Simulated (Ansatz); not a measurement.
Crystal: AlN.

```
Al N
1.0
     0.00000    2.18399    2.18399
     2.18399    0.00000    2.18399
     2.18399    2.18399    0.00000
Al N
1 1
Direct
  0.00000 0.00000 0.00000
  0.25000 0.25000 0.25000
```

Measurements of this composition are mostly on another form, of space group No. 186.

Base run:

| Quantity | Value |
| --- | --- |
| Program | Ansatz 0.2.0 |
| Functional | PBEsol |
| Potentials or basis | all-electron PAW datasets made for the crystal |
| Cutoff | 360 eV (chosen from the basis error) |
| k mesh | 8 × 8 × 8 |
| Occupations | fermi-dirac, width 0.05 eV |
| Spin | no spin polarisation |

Its results: band gap on the k mesh 3.19 eV, indirect (least direct gap 4.13 eV); pressure 1.2 GPa.

Problem. The run is repeated on the same cell with these changes: functional from PBEsol to PBE0; cutoff from 360 eV (chosen from the basis error) to 470 eV (chosen from the basis error). What comes out?

Solution. Band gap on the k mesh 5.28 eV, indirect (least direct gap 6.28 eV); pressure -0.5 GPa.

PBE0 gives the wider gap, since exact exchange removes part of the self-interaction.

A k mesh can miss the band edges.

The runs don't all hold the same shells in valence.
